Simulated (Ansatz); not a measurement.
Trial structure of C, not yet relaxed:

```cif
data_structure
_symmetry_space_group_name_H-M 'P 1'
_symmetry_Int_Tables_number 1
_cell_length_a 4.2790
_cell_length_b 4.2790
_cell_length_c 2.5073
_cell_angle_alpha 90.000
_cell_angle_beta 90.000
_cell_angle_gamma 130.292
_cell_volume 35.02
loop_
_atom_site_label
_atom_site_type_symbol
_atom_site_fract_x
_atom_site_fract_y
_atom_site_fract_z
_atom_site_occupancy
C1 C 0.01037 0.40269 0.25000 1
C2 C 0.40269 0.01037 0.75000 1
C3 C 0.59731 0.98963 0.25000 1
C4 C 0.98963 0.59731 0.75000 1
C5 C 0.44309 0.55691 0.25000 1
C6 C 0.55691 0.44309 0.75000 1
```

All numbers below come from DFT PBE, scalar-relativistic, plane waves, PAW in Ansatz 0.2.0. Cutoff 420 eV; k points 6×6×6 on the computed 6-atom cell (Γ-centred); Gaussian smearing, width 0.10 eV; no spin polarisation.

Energies count from the standard state of C at the same level.

Question: How far from equilibrium is it?

Answer: The pressure is 28.0 GPa (the mean over three directions, positive in compression), the largest force is 1.14 eV/Å, and the energy is +0.43 eV/atom against the standard state. The shortest distance is 1.49 Å.

Question: Is it a good guess?

Answer: A fair one: relaxing gains about 0.07 eV/atom in 12 ionic steps and ends at +0.359 eV/atom on the finer mesh. The symmetry stays Cmcm (No. 63). The volume per atom grows by 5.7 %, from 5.8 to 6.2 Å³. The shortest distance goes from 1.49 Å (C–C) to 1.53 Å (C–C). Conventional cell: a = 3.780 Å, b = 7.789 Å, c = 2.514 Å. Around C on a site of symmetry m lie 4 C at 1.55–1.56 Å; C on a site of symmetry m2m is surrounded by 4 C at 1.53–1.56 Å.

The last run used an 8×8×10 mesh (in the run's order of axes) for its 6-atom cell and Gaussian smearing of 0.02 eV. The reference form of C is held partly by dispersion forces, which this level lacks. The relaxation can't lower the symmetry of the start, and the grade says only how near the guess is to its own end. Symmetry constrained the relaxation, so the result can be a saddle point. Another cell of C relaxed alike, in Fd-3m, lies 222 meV/atom lower, so this cell isn't the stable form at this level.
